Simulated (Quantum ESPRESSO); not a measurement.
## MgS: equation of state with LDA

Crystal: MgS.

```
S Mg
1.0
     0.00000    2.83312    2.83312
     2.83312    0.00000    2.83312
     2.83312    2.83312    0.00000
S Mg
1 1
Direct
  0.25000 0.25000 0.25000
  0.00000 0.00000 0.00000
```

The cell comes from a database or a generator and needn't be the stable form of this composition.

```yaml
Program: Quantum ESPRESSO 7.5
Task: equation of state
Functional: LDA
Potentials_or_basis: GBRV 1.5 LDA
Cutoff: 612 eV
Density_cutoff: 4898 eV
k_mesh: 8 × 8 × 8
Occupations: fermi-dirac, width 0.05 eV
Spin: no spin polarisation
```

The equilibrium volume is 21.88 Å³/atom. The bulk modulus is 62 GPa. The pressure derivative of the bulk modulus is 4.1.

Energy against volume, from the lowest point:
| volume (Å³/atom) | energy (meV/atom) |
| --- | --- |
| 21.376 | 2.31 |
| 21.831 | 0.00 |
| 22.285 | 1.35 |
| 22.740 | 6.02 |
| 23.195 | 13.68 |
| 23.650 | 24.02 |
| 24.105 | 36.76 |

All runs of the series together: 110 s on 2 threads of Intel(R) Xeon(R) Platinum 8175M CPU @ 2.50GHz (Skylake/Cascade Lake) (shared host).
